**Question**

Rutile SnO₂ is squeezed and stretched in equal steps of its cell edges. The ratio of the edges, $c/a$, is held fixed, and the oxygen atoms settle anew in each cell. The table gives the band gap computed with the r2SCAN functional. The row at 12.087 Å³ per atom is the relaxed crystal.

Rutile SnO₂ (6-atom cell), computed with Ansatz 0.2.0 using the r2SCAN functional, PAW potentials and plane waves up to 500 eV, on a 6×6×8 k mesh with fixed occupations, without spin polarisation or spin–orbit coupling. The atomic positions are relaxed in each cell. The band gap may join different k points; the direct gap is taken at a single k point.

```csv
volume (Å³/atom),c/a,shortest distance (Å),band gap (eV),least direct gap (eV)
10.694,0.6722,1.962,3.294,3.294
11.032,0.6722,1.986,2.885,2.885
11.376,0.6722,2.010,2.495,2.495
11.728,0.6722,2.035,2.122,2.122
12.087,0.6722,2.059,1.768,1.768
12.454,0.6722,2.083,1.433,1.433
12.827,0.6722,2.100,1.116,1.116
13.208,0.6722,2.117,0.819,0.819
```

(a) Does any row break the run of the gap with volume, and by how much?

(b) A colleague plots the gap against the shortest Sn–O distance instead. Does the picture change, and why?

(c) Explain the run of the gap, and say where a true break would show.

**Model answer**

*(a) The gap against volume*

The gap falls in every step, by 0.409 eV in the first and by 0.297 eV in the last. A straight line is therefore the wrong standard, because it would make the ends of the series look odd. A better standard is a drop that shrinks evenly. Here each drop is smaller than the one before by about 0.019 eV.

Take the row at 12.454. The gap drops by 0.335 eV on the way into it and by 0.317 eV on the way out, so the drop lessens by 0.018 eV, close to the average. If a single row inside the series were displaced, the lessening would jump up at one place and down at the next. The small scatter that is present allows such a row to be off by about 1 meV, which is the last printed digit. No row breaks the pattern, and the scatter needs no cause.

*(b) The gap against the shortest distance*

Now a break appears. Up to 12.454 the shortest distance grows by 0.024 or 0.025 Å a step, but from there to 12.827 it grows by only 0.017 Å. At the rate of the preceding step, about 14 eV per Å, the gap should then drop by 0.24 eV. It drops by 0.32 eV, so the colleague finds an excess of 0.08 eV, uncertain by some 0.02 eV because the distances are rounded.

The cause lies in the ruler. Each Sn atom in rutile has six oxygen neighbours, two called apical and four called equatorial, and the two kinds of bond generally differ in length. Symmetry leaves the oxygen atom one free coordinate, a slide along the diagonal of the square face of the cell. The slide lengthens one kind of bond and shortens the other. For given edges there is thus one length $d$ at which all six bonds are equal, and the shortest bond can never be longer than that.

This length follows from geometry alone. If an apical bond has length $d$, the equatorial bond is the long side of a right triangle with legs $a/\sqrt{2}-d$ and $c/2$. Setting it equal to $d$ gives

$$d^2=\left(\frac{a}{\sqrt2}-d\right)^2+\frac{c^2}{4}\quad\Rightarrow\quad d=\frac{a}{\sqrt2}\left[\frac12+\frac14\left(\frac{c}{a}\right)^2\right].$$

For the row at 12.454, the six atoms of the cell fill $a^3(c/a)=6\times12.454$ Å³. With $c/a=0.6722$ this gives $a=4.808$ Å. The bracket is $0.5+0.113=0.613$, and so $d=4.808\times0.613/1.414=2.084$ Å. The shortest distance in the table is 2.083 Å, so in this cell all six bonds are practically equal.

In the cells on either side, the shortest bond lies 0.004 to 0.005 Å below the equal length, and the difference widens further out. The natural reading is that the two kinds of bond change places near 12.454: the kind that was shorter becomes the longer one. Each length runs on smoothly, but the label "shortest" jumps from one kind to the other. The only other reading would have the oxygen atom reverse its slide abruptly just as the bonds become equal, and nothing in a series of even steps would make it do so.

*(c) Why the gap runs smoothly*

The usual picture of the bonding in SnO₂ explains the direction; the table itself doesn't test it. The lowest empty state is built from Sn 5s orbitals mixed out of phase with orbitals of the surrounding oxygen atoms. It is antibonding, and the stronger the overlap, the higher it is pushed. The highest filled state consists mainly of oxygen 2p orbitals that stand at right angles to the plane of the three Sn neighbours. An s orbital centred in that plane overlaps equally with the positive and the negative lobe, so the two contributions cancel and this state feels little of the push.

Stretching the crystal lengthens the Sn–O contacts and weakens the overlap. The empty state loses part of its push, while the filled state had little of it to lose, and the gap narrows. Compression does the reverse. Around the relaxed crystal, one per cent more volume costs about 0.11 eV of gap, as long as all edges change in the same proportion.

The same picture can also account for the shrinking of the drops, which lessen by about a quarter over the series. The push depends roughly on the square of the coupling between the orbitals. Where they meet only with their outer tails, the coupling fades roughly exponentially, so an equal stretch removes less from bonds that are already long. Closer in this rule fails, because the overlap of an s with a p orbital passes through a maximum. The table doesn't show how well the rule holds for the bonds here, so this part of the explanation remains an expectation.

The picture also explains why the exchange of bond lengths leaves no trace in the gap. The Sn 5s orbital is round and overlaps with all six neighbours at once. It has no means of singling out the nearest, so the push is a sum over both kinds of bond. A sum of smooth contributions is smooth, even where two of them happen to cross.

*Where a true break would show*

The gap is itself a "shortest distance", in energy: the smallest separation between any filled and any empty state. It would kink if a different pair of states took over that role. Nothing in this series points to such a takeover: both band edges stay at the centre of the Brillouin zone, and the band gap equals the least direct gap in every row. A takeover would make the gap fall faster from there on and so interrupt the even lessening of the drops. The table shows no such interruption.

A second place is the closing of the gap on further stretching. The last gap, 0.819 eV, equals 2.8 times the last drop, and the drops are still shrinking, so even three more steps wouldn't quite close it if the pattern held. For the real crystal the predicted closing would come too early. The calculation gives 1.77 eV for the relaxed cell, about half of the measured gap of roughly 3.6 eV.

A third place lies on the compressed side. Real rutile SnO₂ distorts at a pressure of roughly 12 GPa, and the mean pressure in the three smallest cells is above that, starting with 14.8 GPa at 11.376. The calculation holds them in the tetragonal shape, so their gaps continue the rutile curve smoothly. A measured curve may change its slope there.

**Remarks on the reasoning**

*Test the ruler before explaining the break.* A good answer to (b) doesn't look for an electronic event between 12.454 and 12.827. The same gaps run evenly against volume, so the break must come from the quantity on the horizontal axis. Anyone who estimates the gap of a strained crystal from bond lengths should use all six bonds, or the volume if the shape is kept.

*Recognise the signature of a minimum.* When the smaller of two smooth quantities is plotted, the curve can only bend downwards where they cross, because the one that takes over must be rising less or falling faster. The shortest distance does just this when its step falls from 0.024 to 0.017 Å. A sudden rise in the step would have called for a different explanation.

*Don't mistake compression for accuracy.* The smallest cell has a gap of 3.29 eV, close to the measured value for the uncompressed crystal. The agreement is accidental: a functional that gives too small a gap has been applied to a crystal squeezed until the gap had widened to nearly the right size. The output printed below lists the drops and the bond geometry row by row.

Printed output of the fit:

```
Gap steps from the row before:
     row  pressure_GPa  gap_drop_eV  drop_less_than_previous_eV  gap_drop_per_shortest_distance_eV_per_A
  10.694          34.6          n/a                         n/a                                      n/a
  11.032            24        0.409                         n/a                                    17.04
  11.376          14.8         0.39                       0.019                                    16.25
  11.728           6.9        0.373                       0.017                                    14.92
  12.087             0        0.354                       0.019                                    14.75
  12.454          -5.9        0.335                       0.019                                    13.96
  12.827         -10.9        0.317                       0.018                                    18.65
  13.208         -15.1        0.297                        0.02                                    17.47
Bond geometry:
     row  edge_a_A  step_of_shortest_distance_A  equal_bond_length_A  equal_length_minus_shortest_A
  10.694      4.57                          n/a                1.981                        0.01884
  11.032     4.618                        0.024                2.001                         0.0155
  11.376     4.665                        0.024                2.022                        0.01209
  11.728     4.713                        0.025                2.043                       0.007733
  12.087     4.761                        0.024                2.063                       0.004367
  12.454     4.808                        0.024                2.084                       0.001043
  12.827     4.856                        0.017                2.105                       0.004644
  13.208     4.903                        0.017                2.125                       0.008279
Gap of the relaxed cell, eV: 1.768
Total fall of the gap over the series, eV: 2.475
Largest drop in one step, eV: 0.409
Smallest drop in one step, eV: 0.297
Mean lessening of the drop from step to step, eV: 0.01867
Spread of that lessening (largest less smallest), eV: 0.003
Largest displacement of a single row that this spread allows, meV: 1
Gap change per unit of ln V around the relaxed cell, eV: -11.47
Drop from 12.454 to 12.827 if the gap followed the shortest distance at the rate of the step before, eV: 0.2373
Computed drop less that estimate (the false break), eV: 0.07971
Last gap divided by the last drop, steps: 2.758
Rows above a rough 12 GPa, count: 3
```
